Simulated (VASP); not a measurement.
# InAs (F-43m) in VASP: settings compared

The runs below take InAs through single point, with LDA, PBE, PBEsol.

Program: VASP 6.6.1. These are calculated values, not measurements. Logs are shortened: lines on timing, memory, paths and dates and some standing lists are left out, and cuts for length are marked.

**What was measured.**

From a printed reference work, data compilation, for a bulk crystal of InAs at 4.2 K: band gap 0.418 eV (direct).

How close the calculation comes is told below.

## Step 1: The cell of the first run

The structure is cubic, space group F-43m (No. 216). Conventional cell: a = 5.988 Å, b = 5.988 Å, c = 5.988 Å, α = 90.00°, β = 90.00°, γ = 90.00°. Within 3.4 Å of In (site symmetry -43m) lie 4 As at 2.59 Å. As (site symmetry -43m) has 4 In at 2.59 Å within 3.4 Å.

## Step 2: Single point, LDA (volume scaled by 0.98)

File INCAR:

```
SYSTEM = InAs
PREC     = Accurate       ! precision mode
ENCUT    = 520            ! plane-wave cutoff, eV
EDIFF    = 1E-6           ! SCF threshold, eV
ISMEAR   = 0              ! smearing method
SIGMA    = 0.05           ! smearing width, eV
LREAL    = .False.        ! projectors in reciprocal space
LASPH    = .True.         ! aspherical terms in the spheres
NELM     = 80             ! most SCF steps
ALGO     = Normal         ! electronic algorithm
ISIF     = 2              ! what is computed and relaxed
LWAVE    = .False.        ! write WAVECAR
LCHARG   = .False.        ! write CHGCAR
GGA      = CA             ! functional
NBANDS   = 16             ! bands
```

File KPOINTS:

```
Automatic mesh
0
Gamma
  6 6 6
  0 0 0
```

File POSCAR:

```
InAs
1.0
    0.0000000000      2.9939897366      2.9939897366
    2.9939897366      0.0000000000      2.9939897366
    2.9939897366      2.9939897366      0.0000000000
In As
1 1
Direct
    0.0000000000      0.0000000000      0.0000000000
    0.7500000000      0.7500000000      0.7500000000
```

Potentials or basis: VASP PAW LDA potentials, release 64 (In_d, As).

Run with:

```
$ cat potpaw_LDA.64/In_d/POTCAR potpaw_LDA.64/As/POTCAR > POTCAR
$ mpirun -np 1 vasp_std > vasp.out
```

OUTCAR:

```text
SYSTEM = InAs
   PREC = Accurate
   ENCUT = 520
   EDIFF = 1E-6
   ISMEAR = 0
   LREAL = .False.
   LASPH = .True.
   NELM = 80
   ISIF = 2
   GGA = CA

 ion  position               nearest neighbor table
   1  0.000  0.000  0.000-   2 2.59   2 2.59   2 2.59   2 2.59
   2  0.750  0.750  0.750-   1 2.59   1 2.59   1 2.59   1 2.59

  LATTYP: Found a face centered cubic cell.
 ALAT       =     5.9879794732

  Lattice vectors:

 A1 = (   0.0000000000,   2.9939897366,   2.9939897366)
 A2 = (   2.9939897366,   0.0000000000,   2.9939897366)
 A3 = (   2.9939897366,   2.9939897366,   0.0000000000)

Analysis of symmetry for initial positions (statically):
=====================================================================
 Subroutine PRICEL returns:
 Original cell was already a primitive cell.

 Routine SETGRP: Setting up the symmetry group for a
 face centered cubic supercell.

 Subroutine GETGRP returns: Found 24 space group operations
 (whereof 24 operations were pure point group operations)
 out of a pool of 48 trial point group operations.

The static configuration has the point symmetry T_d .

Analysis of symmetry for dynamics (positions and initial velocities):
=====================================================================
 Subroutine PRICEL returns:
 Original cell was already a primitive cell.

 Routine SETGRP: Setting up the symmetry group for a
 face centered cubic supercell.

 Subroutine GETGRP returns: Found 24 space group operations
 (whereof 24 operations were pure point group operations)
 out of a pool of 48 trial point group operations.

The dynamic configuration has the point symmetry T_d .

 Subroutine INISYM returns: Found 24 space group operations
 (whereof 24 operations are pure point group operations),
 and found     1 'primitive' translations

----------------------------------------------------------------------------------------

                                     Primitive cell

  volume of cell :      53.6761

  direct lattice vectors                    reciprocal lattice vectors
     0.000000000  2.993989737  2.993989737    -0.167001240  0.167001240  0.167001240
     2.993989737  0.000000000  2.993989737     0.167001240 -0.167001240  0.167001240
     2.993989737  2.993989737  0.000000000     0.167001240  0.167001240 -0.167001240

  length of vectors
     4.234140891  4.234140891  4.234140891     0.289254633  0.289254633  0.289254633

  position of ions in fractional coordinates (direct lattice)
     0.000000000  0.000000000  0.000000000
     0.750000000  0.750000000  0.750000000

  ion indices of the primitive-cell ions
   primitive index   ion index
                 1           1
                 2           2

----------------------------------------------------------------------------------------

 KPOINTS: Automatic mesh

Automatic generation of k-mesh.
 Grid dimensions read from file:
 generate k-points for:    6    6    6

 Generating k-lattice:

  Cartesian coordinates                     Fractional coordinates (reciprocal lattice)
    -0.027833540  0.027833540  0.027833540     0.166666667  0.000000000  0.000000000
     0.027833540 -0.027833540  0.027833540     0.000000000  0.166666667  0.000000000
     0.027833540  0.027833540 -0.027833540     0.000000000  0.000000000  0.166666667

  Length of vectors
     0.048209106  0.048209106  0.048209106

  Shift w.r.t. Gamma in fractional coordinates (k-lattice)
     0.000000000  0.000000000  0.000000000

 Subroutine IBZKPT returns following result:
 ===========================================

 Found     16 irreducible k-points:

 Following reciprocal coordinates:
            Coordinates               Weight
  0.000000  0.000000  0.000000      1.000000
  0.166667  0.000000  0.000000      8.000000
  0.333333  0.000000  0.000000      8.000000
  0.500000  0.000000  0.000000      4.000000
  0.166667  0.166667  0.000000      6.000000
  0.333333  0.166667  0.000000     24.000000
[... 8 lines left out ...]
 -0.333333  0.333333  0.166667     24.000000
 -0.333333  0.500000  0.166667     12.000000
   k-points           NKPTS =     16   k-points in BZ     NKDIM =     16   number of bands    NBANDS=     16
   number of dos      NEDOS =    301   number of ions     NIONS =      2
   total plane-waves  NPLWV =  32768
   dimension x,y,z NGX =    32 NGY =   32 NGZ =   32
   dimension x,y,z NGXF=    64 NGYF=   64 NGZF=   64
   ions per type =               1   1
   NGX,Y,Z   is equivalent  to a cutoff of  12.56, 12.56, 12.56 a.u.
   NGXF,Y,Z  is equivalent  to a cutoff of  25.13, 25.13, 25.13 a.u.
 SYSTEM =  InAs
   PREC   = accura    normal or accurate (medium, high low for compatibility)
   ISTART =      0    job   : 0-new  1-cont  2-samecut
   ICHARG =      2    charge: 1-file 2-atom 10-const
   ISPIN  =      1    spin polarized calculation?
   LNONCOLLINEAR =      F non collinear calculations
   LSORBIT =      F    spin-orbit coupling
   LASPH  =      T    aspherical Exc in radial PAW
   ENCUT  =  520.0 eV  38.22 Ry    6.18 a.u.   7.87  7.87  7.87*2*pi/ulx,y,z
   NELM   =     80;   NELMIN=  2; NELMDL= -5     # of ELM steps
   EDIFF  = 0.1E-05   stopping-criterion for ELM
   LREAL  =      F    real-space projection
   EDIFFG = 0.1E-04   stopping-criterion for IOM
   NSW    =      0    number of steps for IOM
   IBRION =     -1    ionic relax: 0-MD 1-quasi-New 2-CG
   NFREE  =      0    steps in history (QN), initial steepest desc. (CG)
   ISIF   =      2    stress and relaxation
   ISYM   =      2    0-nonsym 1-usesym 2-fastsym
   POTIM  = 0.5000    time-step for ionic-motion
   TEBEG  =    0.0;   TEEND  =   0.0 temperature during run
   PSTRESS=    0.0 pullay stress
   NELECT =      18.0000    total number of electrons
   NUPDOWN=      -1.0000    fix difference up-down
   EMIN   =  10.00;   EMAX   =-10.00  energy-range for DOS
   EFERMI =   0.00;   METHOD = LEGACY
   ISMEAR =     0;   SIGMA  =   0.05  broadening in eV -4-tet -1-fermi 0-gaus
   EFERMI_NEDOS =   21; number of points for ismear=-14 and -15
   IALGO  =     38    algorithm
   IMIX   =      4    mixing-type and parameters
     AMIX     =   0.40;   BMIX     =  1.00
     AMIX_MAG =   1.60;   BMIX_MAG =  1.00
  volume/ion in A,a.u.               =      26.84       181.11
  Fermi-wavevector in a.u.,A,eV,Ry     =   1.137379  2.149335 17.600931  1.293632
  Thomas-Fermi vector in A             =   2.274084
   LORBIT       =      0    0 simple, 1 ext, 2 COOP (PROOUT), +10 PAW based schemes
   GGA     = CA    functional components
   LHFCALC =     F    Hartree Fock is set to
   AEXX    =    0.0000 exact exchange contribution
   IVDW    =     0    specifies the selected vdW correction
   LEPSILON=     F    determine dielectric tensor
   LRPA    =     F    only Hartree local field effects (RPA)
 non-spin polarized calculation
 Gauss-broadening in eV      SIGMA  =   0.05
  energy-cutoff  :      520.00
  volume of cell :       53.68
 maximum number of plane-waves:      1464
   NGX = 15   NGY = 15   NGZ = 15

 number of electron      18.0000000 magnetization

 Free energy of the ion-electron system (eV)
  ---------------------------------------------------
  ext. energy  EPLUGINS =         0.00000000
  ---------------------------------------------------
  free energy    TOTEN  =        -9.00358226 eV

  energy without entropy =       -9.00322517  energy(sigma->0) =       -9.00340371

 E-fermi :   4.6682     XC(G=0):  -9.5367

 val. band max:        4.6529504526   @ k =   0.0000   0.0000   0.0000
 cond. band min:       5.5194356871   @ k =   0.5000   0.0000   0.0000
 fundamental gap:      0.8664852345
 Fermi energy:         4.6681788195

 k-point     1 :       0.0000    0.0000    0.0000
  band No.  band energies     occupation
      1      -9.7778      2.00000
      2      -9.7778      2.00000
      3      -9.7778      2.00000
      4      -9.6368      2.00000
      5      -9.6368      2.00000
      6      -7.4568      2.00000
[... 8 lines left out ...]
     15      14.4436      0.00000
     16      14.4436      0.00000

 k-point     2 :       0.1667    0.0000    0.0000
  band No.  band energies     occupation
      1      -9.8180      2.00000
      2      -9.7668      2.00000
      3      -9.7668      2.00000
      4      -9.6369      2.00000
      5      -9.6369      2.00000
      6      -7.1563      2.00000
[... 8 lines left out ...]
     15      13.2551      0.00000
     16      13.2551      0.00000

 k-point     3 :       0.3333    0.0000    0.0000
  band No.  band energies     occupation
      1      -9.8893      2.00000
      2      -9.7488      2.00000
      3      -9.7488      2.00000
      4      -9.6327      2.00000
      5      -9.6327      2.00000
      6      -6.4064      2.00000
[... 8 lines left out ...]
     15      13.7505      0.00000
     16      13.7505      0.00000

 k-point     4 :       0.5000    0.0000    0.0000
  band No.  band energies     occupation
      1      -9.9216      2.00000
      2      -9.7424      2.00000
      3      -9.7424      2.00000
      4      -9.6279      2.00000
      5      -9.6279      2.00000
      6      -5.8795      2.00000
[... 8 lines left out ...]
     15      15.4558      0.00000
     16      15.4558      0.00000

 k-point     5 :       0.1667    0.1667    0.0000
  band No.  band energies     occupation
      1      -9.8408      2.00000
      2      -9.7556      2.00000
      3      -9.7556      2.00000
      4      -9.6463      2.00000
      5      -9.6305      2.00000
      6      -7.0581      2.00000
[... 8 lines left out ...]
     15      14.0513      0.00000
     16      14.7391      0.00000

 k-point     6 :       0.3333    0.1667    0.0000
  band No.  band energies     occupation
      1      -9.8967      2.00000
      2      -9.7398      2.00000
      3      -9.7352      2.00000
      4      -9.6509      2.00000
      5      -9.6252      2.00000
      6      -6.4516      2.00000
[... 8 lines left out ...]
     15      14.6714      0.00000
     16      14.8518      0.00000

 k-point     7 :       0.5000    0.1667    0.0000
  band No.  band energies     occupation
      1      -9.9310      2.00000
      2      -9.7350      2.00000
      3      -9.7270      2.00000
      4      -9.6421      2.00000
      5      -9.6254      2.00000
      6      -5.7684      2.00000
[... 8 lines left out ...]
     15      15.0648      0.00000
     16      15.5785      0.00000

 k-point     8 :      -0.3333    0.1667    0.0000
  band No.  band energies     occupation
      1      -9.9183      2.00000
      2      -9.7375      2.00000
      3      -9.7341      2.00000
      4      -9.6363      2.00000
      5      -9.6328      2.00000
      6      -5.9549      2.00000
[... 8 lines left out ...]
     15      13.9870      0.00000
     16      15.3777      0.00000

 k-point     9 :      -0.1667    0.1667    0.0000
  band No.  band energies     occupation
      1      -9.8670      2.00000
      2      -9.7540      2.00000
      3      -9.7482      2.00000
      4      -9.6419      2.00000
      5      -9.6321      2.00000
      6      -6.7012      2.00000
[... 8 lines left out ...]
     15      13.7900      0.00000
     16      14.7026      0.00000

 k-point    10 :       0.3333    0.3333    0.0000
  band No.  band energies     occupation
      1      -9.9423      2.00000
      2      -9.7097      2.00000
      3      -9.7097      2.00000
      4      -9.6693      2.00000
      5      -9.6177      2.00000
      6      -6.0549      2.00000
[... 8 lines left out ...]
     15      15.5558      0.00000
     16      17.0328      0.00000

 k-point    11 :       0.5000    0.3333    0.0000
  band No.  band energies     occupation
      1      -9.9645      2.00000
      2      -9.7065      2.00000
      3      -9.6983      2.00000
      4      -9.6678      2.00000
      5      -9.6175      2.00000
      6      -5.4871      2.00000
[... 8 lines left out ...]
     15      15.9778      0.00000
     16      16.6718      0.00000

 k-point    12 :      -0.3333    0.3333    0.0000
  band No.  band energies     occupation
      1      -9.9495      2.00000
      2      -9.7228      2.00000
      3      -9.7082      2.00000
      4      -9.6503      2.00000
      5      -9.6295      2.00000
      6      -5.4306      2.00000
[... 8 lines left out ...]
     15      13.8976      0.00000
     16      17.3866      0.00000

 k-point    13 :       0.5000    0.5000    0.0000
  band No.  band energies     occupation
      1      -9.9854      2.00000
      2      -9.6860      2.00000
      3      -9.6860      2.00000
      4      -9.6818      2.00000
      5      -9.6113      2.00000
      6      -5.3017      2.00000
[... 8 lines left out ...]
     15      16.2449      0.00000
     16      16.9522      0.00000

 k-point    14 :       0.5000    0.3333    0.1667
  band No.  band energies     occupation
      1      -9.9350      2.00000
      2      -9.7283      2.00000
      3      -9.7143      2.00000
      4      -9.6546      2.00000
      5      -9.6242      2.00000
      6      -5.8378      2.00000
[... 8 lines left out ...]
     15      15.3110      0.00000
     16      16.7060      0.00000

 k-point    15 :      -0.3333    0.3333    0.1667
  band No.  band energies     occupation
      1      -9.9489      2.00000
      2      -9.7278      2.00000
      3      -9.7050      2.00000
      4      -9.6499      2.00000
      5      -9.6286      2.00000
      6      -5.4300      2.00000
[... 8 lines left out ...]
     15      15.5151      0.00000
     16      16.5560      0.00000

 k-point    16 :      -0.3333    0.5000    0.1667
  band No.  band energies     occupation
      1      -9.9667      2.00000
      2      -9.7124      2.00000
      3      -9.6935      2.00000
      4      -9.6623      2.00000
      5      -9.6220      2.00000
      6      -5.2564      2.00000
[... 8 lines left out ...]
     15      16.4180      0.00000
     16      16.5283      0.00000

------------------------ aborting loop because EDIFF is reached ----------------------------------------

  FORCE on cell =-STRESS in cart. coord.  units (eV):
  Direction    XX          YY          ZZ          XY          YZ          ZX
  --------------------------------------------------------------------------------------
  -------------------------------------------------------------------------------------
  Total        0.4825969      0.4825969      0.4825969     -0.0000000     -0.0000000      0.0000000
  in kB       14.4050306     14.4050306     14.4050306     -0.0000000     -0.0000000      0.0000000
  external PRESSURE =      14.4050306 kB  Pullay stress =       0.0000000 kB

 VOLUME and BASIS-vectors are now :
 -----------------------------------------------------------------------------
  energy-cutoff  :      520.00
  volume of cell :       53.68
      direct lattice vectors                 reciprocal lattice vectors
     0.000000000  2.993989737  2.993989737    -0.167001240  0.167001240  0.167001240
     2.993989737  0.000000000  2.993989737     0.167001240 -0.167001240  0.167001240
     2.993989737  2.993989737  0.000000000     0.167001240  0.167001240 -0.167001240

 POSITION                                       TOTAL-FORCE (eV/Angst)
 -----------------------------------------------------------------------------------
      0.00000      0.00000      0.00000         0.000000      0.000000      0.000000
      4.49098      4.49098      4.49098        -0.000000     -0.000000     -0.000000
 -----------------------------------------------------------------------------------
    total drift:                                0.000000      0.000000      0.000000

  FREE ENERGIE OF THE ION-ELECTRON SYSTEM (eV)
  ---------------------------------------------------
  free  energy   TOTEN  =        -9.0035822567 eV

  energy  without entropy=       -9.0032251679  energy(sigma->0) =       -9.00340371
```

It took 14 s on 1 thread of AMD EPYC 9R14 (Zen 4), shared host; peak memory 0.12 GiB.

Results:

```
Free energy            : -9.0036 eV
Pressure               : 1.4 GPa
Band gap on the k mesh : zero (filled and empty bands touch)
```

Levels at points of the mesh, in eV from the Fermi level:
```tsv
k point	band 6	band 7	band 8	band 9	band 10	band 11	band 12	band 13
(0.00, 0.00, 0.00)	-12.12	-0.26	-0.02	-0.02	-0.02	3.81	3.81	3.81
(0.50, 0.00, 0.00)	-10.55	-6.01	-1.06	-1.06	0.85	4.60	4.60	6.70
(0.50, 0.50, 0.00)	-9.97	-6.07	-2.47	-2.47	1.35	1.94	9.18	9.32
```

Caveat: spin-orbit coupling is left out, which moves the levels of the heavy elements.

## Step 3: Single point, LDA (volume scaled by 0.96)

INCAR, as its differences from that of step 2:

```diff
@@ -8,3 +8,3 @@
 LASPH    = .True.         ! aspherical terms in the spheres
-NELM     = 80             ! most SCF steps
+NELM     = 60             ! most SCF steps
 ALGO     = Normal         ! electronic algorithm
```

File KPOINTS:

```
regular mesh
0
Gamma
  6 6 6
  0 0 0
```

File POSCAR:

```
InAs
1.0
    0.0000000000      2.9734823140      2.9734823140
    2.9734823140      0.0000000000      2.9734823140
    2.9734823140      2.9734823140      0.0000000000
In As
1 1
Direct
    0.0000000000      0.0000000000      0.0000000000
    0.7500000000      0.7500000000      0.7500000000
```

Potentials or basis: VASP PAW LDA potentials, release 64 (In_d, As).

Run with:

```
$ cat potpaw_LDA.64/In_d/POTCAR potpaw_LDA.64/As/POTCAR > POTCAR
$ mpirun -np 1 vasp_std > vasp.out
```

Run time: 15 s. Hardware: 1 thread of AMD EPYC 9R14 (Zen 4), shared host; peak memory 0.12 GiB.

It converged, with:

| Item | Value |
| --- | --- |
| Free energy | -8.9885 eV |
| Pressure | 2.9 GPa |
| Band gap on the k mesh | zero (filled and empty bands touch) |

Levels at points of the mesh, in eV from the Fermi level:
```tsv
k point	band 6	band 7	band 8	band 9	band 10	band 11	band 12	band 13
(0.00, 0.00, 0.00)	-12.27	-0.16	-0.02	-0.02	-0.02	3.82	3.82	3.82
(0.50, 0.00, 0.00)	-10.62	-6.12	-1.09	-1.09	0.90	4.61	4.61	6.71
(0.50, 0.50, 0.00)	-10.02	-6.16	-2.54	-2.54	1.31	1.94	9.32	9.47
```

Caveat: spin-orbit coupling is left out, which moves the levels of the heavy elements.

(Part 1 of 2 ends here.)
